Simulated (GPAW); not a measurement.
AlN, 2 atoms in the cell. It takes space group F-43m (No. 216, cubic). Conventional cell: a = 4.368 Å, b = 4.368 Å, c = 4.368 Å, α = 90.00°, β = 90.00°, γ = 90.00°. Around Al (site symmetry -43m) lie 4 N at 1.89 Å. N (site symmetry -43m) is surrounded by 4 Al at 1.89 Å. Measurements of this composition are mostly on another form, of space group No. 186.

```yaml
Program: GPAW 26.7.0
Task: Born charges
Functional: revPBE
Dispersion: D3(op)
Potentials_or_basis: the program's PAW data sets (release 1.2.1) made for this functional
Cutoff: 680 eV
Basis: pw
k_mesh: 6 × 6 × 6
Occupations: fermi-dirac, width 0.01 eV
Spin: no spin polarisation
Maxiter: 100
Convergence: density=1e-06 eigenstates=1e-09
Displacement: 0.02
Relaxed_first: ions
Eigensolver: davidson niter=2
```

Potentials or basis: the program's PAW data sets (release 1.2.1) made for this functional, pw.

Run with:

```bash
$ OMP_NUM_THREADS=1 python run.py
```

Hardware: 1 thread of Arm Neoverse V1, on a shared host.

How long does it take, and how much memory?

It took 2 min on 1 thread of Arm Neoverse V1, on a shared host, peak memory 0.43 GiB. Counts: scf iterations 55, plane waves 869, bands 11, k points 16.
